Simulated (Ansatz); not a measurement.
MoTe2

Computed with Ansatz (plane waves, PAW, 420 eV cutoff): PBE, scalar-relativistic, collinear spin, 10×10×2 k-mesh, Gaussian smearing of 0.05 eV. The datasets are Ansatz's generated set soft_2.

```
Te Mo
1.0
     3.55657    0.00000    0.00000
    -1.77828    3.08008    0.00000
     0.00000    0.00000   15.33988
Te Mo
4 2
Cartesian
  0.0000 2.0534 9.6968
  1.7783 1.0267 2.0268
  0.0000 2.0534 13.3130
  1.7783 1.0267 5.6431
  0.0000 2.0534 3.8350
  1.7783 1.0267 11.5049
```

The chain of runs began from a cell as deposited in COD, expanded in volume. The relaxation kept the space group but changed the cell's proportions, one axis by 6 % at equal volume, so the results may not describe the measured structure. The database's entry of this formula in the relaxed cell's space group, P6_3/mmc, has axes of 3.518 × 3.518 × 13.974 Å and 24.96 Å³/atom (1963), the relaxed one 3.557 × 3.557 × 15.340 Å and 28.01.

Magnetic state: non-magnetic, site spin moments none.

The cell is relaxed to zero pressure at this level.

Elastic constants come from the stress of slightly strained cells with relaxed atoms, in GPa, Voigt order xx, yy, zz, yz, xz, xy in the Cartesian frame of the vectors above.

```
107.3  25.5   1.6   0.0   0.0   0.0
 25.5 107.3   1.6   0.0   0.0   0.0
  1.6   1.6   4.6   0.0   0.0   0.0
  0.0   0.0   0.0   4.0   0.0   0.0
  0.0   0.0   0.0   0.0   4.0   0.0
  0.0   0.0   0.0   0.0   0.0  40.9
```

Problem. Is the crystal mechanically stable, and what are its polycrystalline moduli?

Solution. Stable against homogeneous strain: the smallest eigenvalue of the tensor is 4.0 GPa. Hill averages: K = 17.6 GPa, G = 14.2 GPa, E = 34 GPa, ν = 0.18.

Cost: 4.5 min on 4 threads of Arm Neoverse V2, with other jobs on the host, peak memory 1.2 GiB.

Semilocal functionals underestimate band gaps, commonly by a third or more. No spin–orbit coupling, a notable omission for heavy elements. For this crystal the k-mesh misses a band edge: under PBE at the relaxed cell a band path gives a gap of 0.97 eV where the mesh alone gives 1.05 eV, so gaps on the mesh are upper bounds. The structure is built of weakly bound layers, and this functional has no dispersion term, so their spacing and all that hangs on it (volume, the soft elastic constants, low modes, dielectric constants) are poorly given.
